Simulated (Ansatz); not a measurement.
Crystal: Cd, fcc type, 1 atom in the cell.

Method: Ansatz 0.2.0 development build, PBE, plane waves, PAW datasets (generated soft set 1).

Cutoff 700 eV; k-mesh 21×21×21 Γ-centred; Fermi–Dirac smearing of 0.0612 eV; no spin polarisation.

**Question.** What equilibrium volume, lattice constant and bulk modulus does this give?

**Answer.** V₀ = 22.838 Å³/atom (a₀ = 4.504 Å), B₀ = 41.8 GPa, B₀′ = 5.87. The points behind the fit:

```json
{"V (Å³/atom)": "21.480", "a (Å)": "4.4126", "E − E(min) (meV/atom)": "12.12", "P (GPa)": "3.07"}
{"V (Å³/atom)": "21.937", "a (Å)": "4.4437", "E − E(min) (meV/atom)": "5.09", "P (GPa)": "1.89"}
{"V (Å³/atom)": "22.394", "a (Å)": "4.4744", "E − E(min) (meV/atom)": "1.18", "P (GPa)": "0.87"}
{"V (Å³/atom)": "22.851", "a (Å)": "4.5046", "E − E(min) (meV/atom)": "0.00", "P (GPa)": "-0.02"}
{"V (Å³/atom)": "23.308", "a (Å)": "4.5344", "E − E(min) (meV/atom)": "1.21", "P (GPa)": "-0.80"}
```

The published all-electron PBE values for this crystal (mean of FLEUR and WIEN2k, k-spacing 0.06 Å⁻¹; Bosoni et al., Nat. Rev. Phys. 6, 45 (2024)) are V₀ = 22.841 Å³/atom, B₀ = 41.8 GPa, B₀′ = 6.00. This run's mesh is coarser (spacing 0.12 Å⁻¹), so part of any difference comes from k-sampling.

The stress includes the program's correction for the finite plane-wave basis.

This cubic structure is a model: it isn't the usual form of the substance at ambient conditions, and such phases are metastable or hypothetical.
